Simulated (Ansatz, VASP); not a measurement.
## NiO in VASP and in Ansatz

Contents of INCAR:

```
  PREC = Accurate
  ENCUT = 520
  EDIFF = 1E-6
  ISMEAR = 0
  SIGMA = 0.013000000000000001
  LREAL = False
  LASPH = True
  NELM = 100
  ALGO = Fast
  ISIF = 2
  LWAVE = False
  LCHARG = False
  ISPIN = 2
  MAGMOM = 1 0
  LORBIT = 11
  LMAXMIX = 4
  GGA = PE
```

The input KPOINTS:

```
Automatic mesh
0
Gamma
  11 11 11
```

The input POSCAR:

```
NiO
1.0
    0.0000000000      2.0859016414      2.0859016414
    2.0859016414      0.0000000000      2.0859016414
    2.0859016414      2.0859016414      0.0000000000
Ni O
1 1
Direct
    0.0000000000      0.0000000000      0.0000000000
    0.5000000000      0.5000000000      0.5000000000
```

Contents of input.yaml:

```yaml
crystal:
  lattice:
    - [0.0, 2.0859016414, 2.0859016414]
    - [2.0859016414, 0.0, 2.0859016414]
    - [2.0859016414, 2.0859016414, 0.0]
  atoms:
    - { symbol: Ni, position: [0.0, 0.0, 0.0], spin: 1.0 }
    - { symbol: O, position: [0.5, 0.5, 0.5] }
hamiltonian:
  xc: pbe
  pseudopotentials: { kind: paw }
magnetization:
  spin_polarized: true
kpoints:
  mp_grid: { grid: [11, 11, 11] }
scf:
  occupations: { method: gaussian, width: 0.013 }
output:
  forces: true
  stress: true
  eigenvalues: true
  write_density: true
  write_potential: true
  elf: true
  volumetric_format: npy
```

Alike in both runs: task single point; functional PBE; k mesh 11 × 11 × 11; occupations gaussian, width 0.013 eV; collinear spin, ferromagnetic start.

|  | VASP | Ansatz |
| --- | --- | --- |
| version | VASP 6.6.1 | Ansatz 0.2.0 |
| potentials or method | VASP PAW PBE potentials, release 64 (Ni, O) | Ansatz PAW |
| plane-wave cutoff (eV) | 520 | 420 |
| valence electrons in the cell | 16 | 24 |

```csv
,VASP,Ansatz,Ansatz less VASP
gap on the k mesh at the Fermi level (eV),none,none,-
pressure (GPa),6.1,6.3,+0.19
net moment per atom (μB),0.89,0.90,+0.008
size of the moment on the site where the two differ most (μB),0.28,0.29,+0.017
```

Site moments also hang on the region over which each program counts them. A gap of «none» marks a metal or a gap that the smearing closes. The two sets of potentials don't hold the same shells in valence.

Caveats: a cell with one magnetic atom can't hold antiferromagnetic order, which such compounds often take; semilocal functionals often make such compounds metallic where correlation or magnetic order opens a gap, which also shifts bond lengths; the pressure holds a Pulay correction of +0.7 GPa for the finite cutoff (Ansatz). With open d or f shells a metallic result of PBE can be an artefact of self-interaction; +U or a hybrid may open a gap.
